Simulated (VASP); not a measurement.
# Which native defect does SiNi3 form most easily?, part 3 of 6

Which native defect is cheapest in SiNi3, and how does that change with the growth condition? The start is a cell from a database of measured crystal structures.

VASP 6.6.1, plane waves and PAW; the level of theory is named at each step.

So far. Step 2 (Relaxing the host crystal): The run ended after 3 ionic steps, 0.030 eV below its first step, once forces and stress met EDIFFG = -0.02. Step 3 (The supercell without the defect): The host is treated as a metal, as its relaxation found a gap under 0.3 eV or none, and only the neutral defect is run.

The database entry behind the starting cell differs from later determinations by our own check (an axis about 0.9 % long against later determinations), so it need not match the best structure at ambient conditions.

**4. Reference Ni**

This step: PBE, spin-polarised from a ferromagnetic start (one magnetic atom a cell); plane waves and PAW (Ni) (VASP 6.6.1).

System of this step: Ni. Symmetry: Fm-3m, No. 225, cubic system. The conventional cell has a = 3.520 Å, b = 3.520 Å, c = 3.520 Å, α = 90.00°, β = 90.00°, γ = 90.00°. Ni has 12 Ni at 2.49 Å nearest.

The reference for Ni is its crystal, relaxed at the cutoff of the large cell.

INCAR

```
SYSTEM = Ni
PREC = Normal
ENCUT = 300
EDIFF = 1E-05
NELM = 120
ISMEAR = 1
SIGMA = 0.1
LREAL = Auto
ALGO = Fast
GGA = PE
NBANDS = 12
ISPIN = 2
MAGMOM = 0.7
LASPH = .TRUE.
LMAXMIX = 4
LORBIT = 11
LWAVE = .FALSE.
LCHARG = .FALSE.
KPAR = 8
IBRION = 2
NSW = 25
ISIF = 3
EDIFFG = -0.02
POTIM = 0.4
```

POSCAR

```
Ni
1.0
    0.0000000000      1.7600000000      1.7600000000
    1.7600000000      0.0000000000      1.7600000000
    1.7600000000      1.7600000000      0.0000000000
Ni
1
Direct
    0.0000000000      0.0000000000      0.0000000000
```

KPOINTS

```
Automatic mesh
0
Gamma
13 13 13
0 0 0
```

The projector-augmented-wave data sets are Ni (PBE family, release 64).

Run with:

```sh
$ mpirun -np 8 vasp_std
```

Log:

```text
[banner, memory and clock lines left out]
running    8 mpi-ranks, on    1 nodes
 distrk:  each k-point on    1 cores,    8 groups
 distr:  one band on    1 cores,    1 groups

 POSCAR found type information on POSCAR Ni
 POSCAR found :  1 types and       1 ions
 [... a notice as in an earlier step ...]

|                                                                             |
|               ----> ADVICE to this user running VASP <----                  |
|                                                                             |
|     You have a (more or less) 'small supercell' and for smaller cells       |
|     it is recommended to use the reciprocal-space projection scheme!        |
|     The real-space optimization is not efficient for small cells and it     |
|     is also less accurate ...                                               |
|     Therefore, set LREAL=.FALSE. in the INCAR file.                         |
|                                                                             |

 LDA part: xc-table for (Slater+PW92), standard interpolation
 POSCAR, INCAR and KPOINTS ok, starting setup
 FFT: planning ... GRIDC
 FFT: planning ... GRID_SOFT
 FFT: planning ... GRID
 WAVECAR not read
 entering main loop
       N       E                     dE             d eps       ncg     rms          rms(c)
DAV:   1     0.182416799681E+02    0.18242E+02   -0.32820E+03  4520   0.697E+02
DAV:   2    -0.598105181574E+01   -0.24223E+02   -0.22616E+02  4392   0.125E+02
DAV:   3    -0.649180374274E+01   -0.51075E+00   -0.50880E+00  4592   0.205E+01
DAV:   4    -0.649471510140E+01   -0.29114E-02   -0.29110E-02  4668   0.136E+00
DAV:   5    -0.649476170500E+01   -0.46604E-04   -0.46602E-04  4720   0.165E-01    0.975E+00
RMM:   6    -0.580678620979E+01    0.68798E+00   -0.25525E+00  4032   0.199E+01    0.627E+00
RMM:   7    -0.550608626509E+01    0.30070E+00   -0.38098E-01  4032   0.773E+00    0.214E+00
RMM:   8    -0.548555321626E+01    0.20533E-01   -0.70711E-03  4092   0.706E-01    0.944E-01
RMM:   9    -0.548385391061E+01    0.16993E-02   -0.11415E-03  4187   0.279E-01    0.226E-01
RMM:  10    -0.548341165702E+01    0.44225E-03   -0.32464E-04  4037   0.221E-01    0.432E-02
RMM:  11    -0.548341036350E+01    0.12935E-05   -0.57912E-05  3740   0.603E-02
   1 F= -.54834104E+01 E0= -.54834468E+01  d E =-.548341E+01  mag=     0.6271
 curvature:   0.00 expect dE= 0.000E+00 dE for cont linesearch  0.000E+00
 trial: gam= 0.00000 g(F)=  0.469E-64 g(S)=  0.303E-02 ort = 0.000E+00 (trialstep = 0.100E+01)
 search vector abs. value=  0.303E-02
 bond charge predicted
       N       E                     dE             d eps       ncg     rms          rms(c)
DAV:   1    -0.554688809019E+01   -0.63476E-01   -0.85199E-01  5088   0.123E+01    0.214E+00
RMM:   2    -0.550265103488E+01    0.44237E-01   -0.12777E-01  4032   0.442E+00    0.125E+00
RMM:   3    -0.548353880673E+01    0.19112E-01   -0.20280E-02  4032   0.178E+00    0.389E-01
RMM:   4    -0.548211727925E+01    0.14215E-02   -0.29873E-04  4043   0.157E-01    0.170E-01
RMM:   5    -0.548198821005E+01    0.12907E-03   -0.11814E-04  4034   0.125E-01    0.455E-02
RMM:   6    -0.548197412868E+01    0.14081E-04   -0.61452E-05  4053   0.939E-02    0.232E-02
RMM:   7    -0.548197419958E+01   -0.70900E-07   -0.68024E-06  2986   0.195E-02
   2 F= -.54819742E+01 E0= -.54820129E+01  d E =0.143616E-02  mag=     0.6259
[...]
3 F= -.54832873E+01 E0= -.54833246E+01  d E =0.123069E-03  mag=     0.6263
 curvature:  -0.26 expect dE=-0.853E-04 dE for cont linesearch -0.853E-04
 ZBRENT: interpolating
 opt :   0.3881  next Energy=    -5.483351 (dE= 0.590E-04)
 bond charge predicted
       N       E                     dE             d eps       ncg     rms          rms(c)
DAV:   1    -0.548456750962E+01   -0.12748E-02   -0.14812E-02  5000   0.164E+00    0.284E-01
RMM:   2    -0.548382976290E+01    0.73775E-03   -0.22272E-03  4032   0.579E-01    0.174E-01
RMM:   3    -0.548347000859E+01    0.35975E-03   -0.36400E-04  4006   0.239E-01    0.511E-02
RMM:   4    -0.548344565713E+01    0.24351E-04   -0.53048E-06  2992   0.211E-02    0.236E-02
RMM:   5    -0.548344350768E+01    0.21495E-05   -0.17319E-06  2655   0.145E-02
   4 F= -.54834435E+01 E0= -.54834803E+01  d E =-.331442E-04  mag=     0.6270
 curvature:  -0.19 expect dE=-0.408E-05 dE for cont linesearch -0.408E-05
 trial: gam= 0.00000 g(F)=  0.235E-63 g(S)=  0.210E-04 ort =-0.252E-03 (trialstep = 0.878E+00)
 search vector abs. value=  0.210E-04
 reached required accuracy - stopping structural energy minimisation
```

Elapsed: 8 s, on 8 MPI ranks of Intel Xeon Platinum 8375C at 2.90GHz (Ice Lake), shared host; peak memory 0.85 GiB; 57 s of CPU time.

From OUTCAR (step 4):

```text
  LATTYP: Found a face centered cubic cell.
 ALAT       =     3.5200000000

The static configuration has the point symmetry O_h .

 Found     84 irreducible k-points:

   k-points           NKPTS =     84   k-points in BZ     NKDIM =     84   number of bands    NBANDS=     12

   dimension x,y,z NGX =    12 NGY =   12 NGZ =   12
   dimension x,y,z NGXF=    24 NGYF=   24 NGZF=   24

   ENCUT  =  300.0 eV  22.05 Ry    4.70 a.u.   3.52  3.52  3.52*2*pi/ulx,y,z

   NELECT =      10.0000    total number of electrons

 E-fermi :   9.4724

 spin component 1
 k-point     1 :       0.0000    0.0000    0.0000
  band No.  band energies     occupation
    ...
      2       7.0098      1.00000
      3       7.0098      1.00000
      4       7.0098      1.00000
      5       8.2032      1.00000
      6       8.2032      1.00000
      7      33.2236      0.00000
      8      37.1252      0.00000
      9      37.1253      0.00000
     10      37.1253      0.00000
     11      40.1118      0.00000
    ...

 k-point     2 :       0.0769    0.0000    0.0000
  band No.  band energies     occupation
    ...
      2       6.9508      1.00000
      3       7.0607      1.00000
      4       7.0607      1.00000
      5       8.1822      1.00000
      6       8.1822      1.00000
      7      32.3514      0.00000
      8      34.9323      0.00000
      9      36.6196      0.00000
     10      36.6197      0.00000
     11      40.8775      0.00000
    ...

 k-point     3 :       0.1538    0.0000    0.0000
  band No.  band energies     occupation
    ...
      2       6.8078      1.00000
      3       7.1756      1.00000
      4       7.1756      1.00000
      5       8.1557      1.00000
      6       8.1557      1.00000
      7      28.8660      0.00000
      8      34.0704      0.00000
      9      35.8085      0.00000
     10      35.8088      0.00000
     11      41.2183      0.00000
    ...

 k-point     4 :       0.2308    0.0000    0.0000
  band No.  band energies     occupation
    ...
      2       6.6896      1.00000
      3       7.2435      1.00000
      4       7.2435      1.00000
      5       8.2256      1.00000
      6       8.2256      1.00000
      7      24.8952      0.00000
      8      33.5032      0.00000
      9      35.1222      0.00000
     10      35.1223      0.00000
     11      41.0477      0.00000
    ...

  Total        0.0134678      0.0134678      0.0134678     -0.0000000      0.0000000     -0.0000000
  in kB        1.9934226      1.9934226      1.9934226     -0.0000000      0.0000000     -0.0000000
  external PRESSURE =       1.9934226 kB  Pullay stress =       0.0000000 kB

  energy-cutoff  :      300.00
  volume of cell :       10.82
      direct lattice vectors                 reciprocal lattice vectors
     0.000000000  1.755737070  1.755737070    -0.284780682  0.284780682  0.284780682
     1.755737070  0.000000000  1.755737070     0.284780682 -0.284780682  0.284780682
     1.755737070  1.755737070 -0.000000000     0.284780682  0.284780682 -0.284780682

 POSITION                                       TOTAL-FORCE (eV/Angst)
 -----------------------------------------------------------------------------------
      0.00000      0.00000     -0.00000         0.000000     -0.000000      0.000000
 -----------------------------------------------------------------------------------
    total drift:                               -0.000000     -0.000000     -0.000000

  FREE ENERGIE OF THE ION-ELECTRON SYSTEM (eV)
  ---------------------------------------------------
  free  energy   TOTEN  =        -5.4834435077 eV

  energy  without entropy=       -5.4835539120  energy(sigma->0) =       -5.48348031

 total charge
# of ion       s       p       d       tot
------------------------------------------
    1        0.500   0.503   8.304   9.308

 magnetization (x)
# of ion       s       p       d       tot
------------------------------------------
    1       -0.006  -0.024   0.668   0.639

[... 2 parts as in an earlier step ...]

[... 11 further parts left out ...]
```

CONTCAR:

```
Ni
   1.00000000000000
     0.0000000000000000    1.7557370700398629    1.7557370700398629
     1.7557370700398629    0.0000000000000000    1.7557370700398629
     1.7557370700398629    1.7557370700398629   -0.0000000000000000
  Ni
     1
Direct
     0.0000000000000000    0.0000000000000000    0.0000000000000000
```

The cell holds one magnetic atom, so no antiferromagnetic order fits into it.

Relaxation path:

```tsv
step	energy less that of the first step (eV)	largest force (eV/Å)	pressure (GPa)	volume (Å³)
1	0.0000	0.0000	-2.38	10.90
2	0.0014	0.0000	2.27	10.70
3	0.0001	0.0000	0.79	10.80
4	0.0000	0.0000	0.20	10.82
```

```tsv
conventional cell, symmetrised	before	after	change
a (Å)	3.520	3.511	-0.2 %
b (Å)	3.520	3.511	-0.2 %
c (Å)	3.520	3.511	-0.2 %
volume (Å³/atom)	10.90	10.82	-0.7 %
```

The relaxed structure:

```cif
data_structure
_symmetry_space_group_name_H-M 'P 1'
_symmetry_Int_Tables_number 1
_cell_length_a 2.4830
_cell_length_b 2.4830
_cell_length_c 2.4830
_cell_angle_alpha 60.000
_cell_angle_beta 60.000
_cell_angle_gamma 60.000
_cell_volume 10.82
loop_
_atom_site_label
_atom_site_type_symbol
_atom_site_fract_x
_atom_site_fract_y
_atom_site_fract_z
_atom_site_occupancy
Ni1 Ni 0.00000 0.00000 0.00000 1
```

Numbers from this step:

```
electronic cycles                                 : 29
electrons                                         : 10
free energy (TOTEN)                               : -5.483 eV
Fermi energy                                      : 9.472 eV
moment of the cell, from the last line of the log : 0.627 μB
```

Spin moment in the PAW sphere by atom:

```tsv
atom	spin moment in the PAW sphere (μB)
Ni1	0.639
```

The run ended after 4 ionic steps, 0.000 eV below its first step, once forces and stress met EDIFFG = -0.02.

Energy at zero smearing: -5.48348 eV.

**5. Reference Si**

This step: PBE; plane waves and PAW (Si) (VASP 6.6.1).

System of this step: Si. Symmetry: Fd-3m, No. 227, cubic system. Conventional cell: a = 5.430 Å, b = 5.430 Å, c = 5.430 Å, α = 90.00°, β = 90.00°, γ = 90.00°. Si has 4 Si at 2.35 Å nearest.

The reference for Si is its crystal, relaxed at the cutoff of the large cell.

INCAR

```
SYSTEM = Si
PREC = Normal
ENCUT = 300
EDIFF = 1E-05
NELM = 120
ISMEAR = 0
SIGMA = 0.1
LREAL = Auto
ALGO = Fast
GGA = PE
NBANDS = 10
LORBIT = 11
LWAVE = .FALSE.
LCHARG = .FALSE.
KPAR = 8
IBRION = 2
NSW = 25
ISIF = 3
EDIFFG = -0.02
POTIM = 0.4
```

POSCAR

```
Si
1.0
    0.0000000000      2.7150000000      2.7150000000
    2.7150000000      0.0000000000      2.7150000000
    2.7150000000      2.7150000000      0.0000000000
Si
2
Direct
    0.0000000000      0.0000000000      0.0000000000
    0.2500000000      0.2500000000      0.2500000000
```

KPOINTS

```
Automatic mesh
0
Gamma
9 9 9
0 0 0
```

PAW data sets: Si (PBE family, release 64).

Run with:

```sh
$ mpirun -np 8 vasp_std
```

Log:

```text
[banner, memory and clock lines left out]
running    8 mpi-ranks, on    1 nodes
 distrk:  each k-point on    1 cores,    8 groups
 distr:  one band on    1 cores,    1 groups

 POSCAR found type information on POSCAR Si
 POSCAR found :  1 types and       2 ions
 [... a notice as in an earlier step ...]

 [... a notice as in an earlier step ...]

 LDA part: xc-table for (Slater+PW92), standard interpolation
 POSCAR, INCAR and KPOINTS ok, starting setup
 FFT: planning ... GRIDC
 FFT: planning ... GRID_SOFT
 FFT: planning ... GRID
 WAVECAR not read
 entering main loop
       N       E                     dE             d eps       ncg     rms          rms(c)
DAV:   1     0.129001174781E+01    0.12900E+01   -0.24564E+03   700   0.402E+02
DAV:   2    -0.107119817859E+02   -0.12002E+02   -0.11491E+02  1016   0.687E+01
DAV:   3    -0.110182162398E+02   -0.30623E+00   -0.30544E+00   880   0.957E+00
DAV:   4    -0.110202240088E+02   -0.20078E-02   -0.20075E-02   876   0.934E-01
DAV:   5    -0.110202363204E+02   -0.12312E-04   -0.12311E-04   870   0.639E-02    0.498E+00
RMM:   6    -0.108954011485E+02    0.12484E+00   -0.43619E-02   700   0.107E+00    0.303E+00
RMM:   7    -0.108383301392E+02    0.57071E-01   -0.97557E-02   707   0.173E+00    0.201E-01
RMM:   8    -0.108398167719E+02   -0.14866E-02   -0.55702E-03   700   0.517E-01    0.729E-02
RMM:   9    -0.108399821880E+02   -0.16542E-03   -0.77228E-04   700   0.187E-01    0.772E-02
RMM:  10    -0.108400322549E+02   -0.50067E-04   -0.14317E-04   700   0.846E-02    0.181E-02
RMM:  11    -0.108400373051E+02   -0.50502E-05   -0.31143E-05   622   0.407E-02
   1 F= -.10840037E+02 E0= -.10840037E+02  d E =-.108400E+02
 curvature:   0.00 expect dE= 0.000E+00 dE for cont linesearch  0.000E+00
 trial: gam= 0.00000 g(F)=  0.131E-44 g(S)=  0.117E-01 ort = 0.000E+00 (trialstep = 0.100E+01)
 search vector abs. value=  0.117E-01
 bond charge predicted
       N       E                     dE             d eps       ncg     rms          rms(c)
DAV:   1    -0.108472962972E+02   -0.72640E-02   -0.13720E-01   760   0.169E+00    0.345E-01
RMM:   2    -0.108449025138E+02    0.23938E-02   -0.16519E-03   700   0.258E-01    0.208E-01
RMM:   3    -0.108436389266E+02    0.12636E-02   -0.15514E-03   700   0.212E-01    0.338E-02
RMM:   4    -0.108436489125E+02   -0.99859E-05   -0.14424E-04   700   0.894E-02    0.419E-02
RMM:   5    -0.108436471162E+02    0.17962E-05   -0.19386E-05   573   0.348E-02
   2 F= -.10843647E+02 E0= -.10843647E+02  d E =-.360981E-02
 trial-energy change:   -0.003610  1 .order   -0.003726   -0.011722    0.004270
 step:   0.7243(harm=  0.7330)  dis= 0.00000  next Energy=   -10.844238 (dE=-0.420E-02)
 bond charge predicted
       N       E                     dE             d eps       ncg     rms          rms(c)
DAV:   1    -0.108445276954E+02   -0.87878E-03   -0.10702E-02   774   0.475E-01    0.917E-02
RMM:   2    -0.108443443662E+02    0.18333E-03   -0.12492E-04   700   0.705E-02    0.551E-02
RMM:   3    -0.108442515094E+02    0.92857E-04   -0.11973E-04   700   0.585E-02    0.975E-03
RMM:   4    -0.108442532491E+02   -0.17397E-05   -0.10801E-05   526   0.242E-02
   3 F= -.10844253E+02 E0= -.10844253E+02  d E =-.421594E-02
 curvature:  -0.37 expect dE=-0.240E-07 dE for cont linesearch -0.240E-07
 trial: gam= 0.00000 g(F)=  0.284E-44 g(S)=  0.657E-07 ort =-0.277E-04 (trialstep = 0.945E+00)
 search vector abs. value=  0.658E-07
 reached required accuracy - stopping structural energy minimisation
```

Elapsed: 2.2 s, on 8 MPI ranks; peak memory 0.83 GiB; 11 s of CPU time.

Parts of OUTCAR (step 5):

```text
   k-points           NKPTS =     35   k-points in BZ     NKDIM =     35   number of bands    NBANDS=     10

   ENCUT  =  300.0 eV  22.05 Ry    4.70 a.u.   5.42  5.42  5.42*2*pi/ulx,y,z

   NELECT =       8.0000    total number of electrons

 E-fermi :   5.9497

 k-point     1 :       0.0000    0.0000    0.0000
  band No.  band energies     occupation
      1      -6.1906      2.00000
      2       5.6450      1.99998
      3       5.6451      1.99998
      4       5.6451      1.99998
      5       8.2052      0.00000
      6       8.2052      0.00000
      7       8.2052      0.00000
      8       8.8050      0.00000
      9      13.3851      0.00000
    ...

  Total       -0.0010652     -0.0010652     -0.0010652     -0.0000000      0.0000000      0.0000000
  in kB       -0.0418455     -0.0418455     -0.0418455     -0.0000000      0.0000000      0.0000000
  external PRESSURE =      -0.0418455 kB  Pullay stress =       0.0000000 kB

 POSITION                                       TOTAL-FORCE (eV/Angst)
 -----------------------------------------------------------------------------------
      0.00000      0.00000      0.00000        -0.000000     -0.000000     -0.000000
      1.36604      1.36604      1.36604         0.000000      0.000000      0.000000
 -----------------------------------------------------------------------------------
    total drift:                                0.000000      0.000000      0.000000

  FREE ENERGIE OF THE ION-ELECTRON SYSTEM (eV)
  ---------------------------------------------------
  free  energy   TOTEN  =       -10.8442532491 eV

  energy  without entropy=      -10.8442532050  energy(sigma->0) =      -10.84425323

[... 1 part as in an earlier step ...]

[... 15 further parts left out ...]
```

CONTCAR:

```
Si
   1.00000000000000
     0.0000000000000000    2.7320751211227652    2.7320751211227652
     2.7320751211227652    0.0000000000000000    2.7320751211227652
     2.7320751211227652    2.7320751211227652   -0.0000000000000000
  Si
     2
Direct
     0.0000000000000000    0.0000000000000000    0.0000000000000000
     0.2500000000000000    0.2500000000000000    0.2500000000000000
```

The gap is read on the k-mesh alone, so it is an upper bound where the band edges lie off the mesh.

Step by step:

```tsv
step	energy less that of the first step (eV)	largest force (eV/Å)	pressure (GPa)	volume (Å³)
1	0.0000	0.0000	1.80	40.03
2	-0.0036	0.0000	-0.64	41.08
3	-0.0042	0.0000	0.00	40.79
```

```tsv
conventional cell, symmetrised	before	after	change
a (Å)	5.430	5.464	+0.6 %
b (Å)	5.430	5.464	+0.6 %
c (Å)	5.430	5.464	+0.6 %
volume (Å³/atom)	20.01	20.39	+1.9 %
```

Final coordinates:

```cif
data_structure
_symmetry_space_group_name_H-M 'P 1'
_symmetry_Int_Tables_number 1
_cell_length_a 3.8637
_cell_length_b 3.8637
_cell_length_c 3.8637
_cell_angle_alpha 60.000
_cell_angle_beta 60.000
_cell_angle_gamma 60.000
_cell_volume 40.79
loop_
_atom_site_label
_atom_site_type_symbol
_atom_site_fract_x
_atom_site_fract_y
_atom_site_fract_z
_atom_site_occupancy
Si1 Si 0.00000 0.00000 0.00000 1
Si2 Si 0.25000 0.25000 0.25000 1
```

Numbers from this step:

```yaml
electronic_cycles: 20
electrons: 8
free_energy_toten: -10.84 eV
fermi_energy: 5.950 eV
labelled_metallic_from_the_levels_on_this_mesh: no
gap_on_the_k_mesh: 0.6199 eV
least_direct_gap_on_the_k_mesh: 2.560 eV
```

The run ended after 3 ionic steps, 0.004 eV below its first step, once forces and stress met EDIFFG = -0.02.

Energy at zero smearing: -10.84425 eV.

(Continued in part 4 of 6.)

[Lines on the potential files, build, host, timing and source positions are cut from VASP's logs without a mark.]

[Logs are printed without paths, hosts, clocks, repeated set-up lines and the standing remarks that a program may print on its own settings, such as how far it seeks lower states.]

[Hosts, paths, dates, database ids (printed as entryN), source tags and the programs' standing remarks are cut or masked in the printed files.]

[In band tables of VASP the shares of atoms and orbitals are scaled to a sum of 1 inside the atoms' spheres.]

[Runs that stopped without an error message from VASP are left out.]
